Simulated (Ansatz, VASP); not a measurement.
**One calculation of AgCl, two programs**

```
Ag Cl
1.0
     3.43397    0.00000    0.00000
     0.00000    3.33095    0.00000
     0.00000    0.00000    3.43397
Ag Cl
1 1
Cartesian
  0.0000 0.0000 0.0000
  1.7170 1.6655 1.7170
```

Change from the starting cell: strain -0.0300 x Voigt [0, 1, 0, 0, 0, 0], atoms carried along.

Alike in both runs: task single point; functional r2SCAN; k mesh 8 × 8 × 8; occupations gaussian, width 0.05 eV; no spin polarisation.

|  | VASP | Ansatz |
| --- | --- | --- |
| version | VASP 6.6.1 | Ansatz 0.2.0 |
| potentials or method | VASP PAW PBE potentials, release 64 (Ag, Cl) | scalar-relativistic, plane waves, PAW |
| plane-wave cutoff (eV) | 520 | 500 |
| valence electrons in the cell | 18 | 26 |

VASP gave:

- gap on the k mesh at the Fermi level (eV): 1.13
- least direct gap on the mesh (eV): 2.63
- pressure (GPa): -0.3
- largest component of the traceless stress (GPa): 1.22

Problem. Estimate Ansatz's values.

Solution. gap on the k mesh at the Fermi level (eV): 1.17; least direct gap on the mesh (eV): 2.64; pressure (GPa): -0.2; largest component of the traceless stress (GPa): 1.23.

The functional is the same, so the differences come from potentials, cutoffs and numerics. The two sets of potentials don't hold the same shells in valence.

Caveats: the PAW data sets were made with another functional, which shifts forces and pressure a little (VASP). A k mesh can miss the band edges.
